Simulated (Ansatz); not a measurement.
**ZnS: single point with PBE**

**Experimental background.**

From “Electronic, vibrational, and thermodynamic properties of ZnS (zincblende and rocksalt structure)”, 2009, arxiv:0911.5022, for a bulk crystal of ZnS at 19 K: band gap 3.85 eV (direct).

The system is ZnS.

```
Zn S
1.0
     0.00000    2.70200    2.70200
     2.70200    0.00000    2.70200
     2.70200    2.70200    0.00000
Zn S
1 1
Direct
  0.75000 0.75000 0.75000
  0.00000 0.00000 0.00000
```

```yaml
Program: Ansatz 0.2.0
Task: single point
Functional: PBE
Potentials_or_basis: Ansatz PAW
Cutoff: "420 eV (not typed: the program's choice for these potentials)"
k_mesh: 9 × 9 × 9
Occupations: gaussian, width 0.02 eV
Spin: no spin polarisation
```

```json
{
 "Pressure": "1.6 GPa",
 "Band gap on the k mesh": "2.11 eV, direct"
}
```

Levels at points of the mesh, in eV from the valence-band top:
```csv
k point,band 7,band 8,band 9,band 10,band 11,band 12
"(0.00, 0.00, 0.00)",0.00,0.00,0.00,2.11,6.37,6.37
```

Wall time 0.95 s on 2 threads of Intel(R) Xeon(R) Processor @ 2.70GHz, with other jobs on the host, peak memory 0.33 GiB.

A measured gap of ZnS is 3.85 eV (direct; 19 K; quoted in “Electronic, vibrational, and thermodynamic properties of ZnS (zincblende and rocksalt structure)”, 2009, arxiv:0911.5022); the calculated 2.11 eV misses it by -1.74 eV. The value is that of PBE, without temperature or zero-point motion. Semilocal functionals fall short of measured gaps as a rule.

Caveat: odd divisions of the mesh miss points on the zone boundary, where band edges often lie, so the gap on the mesh can be too wide.
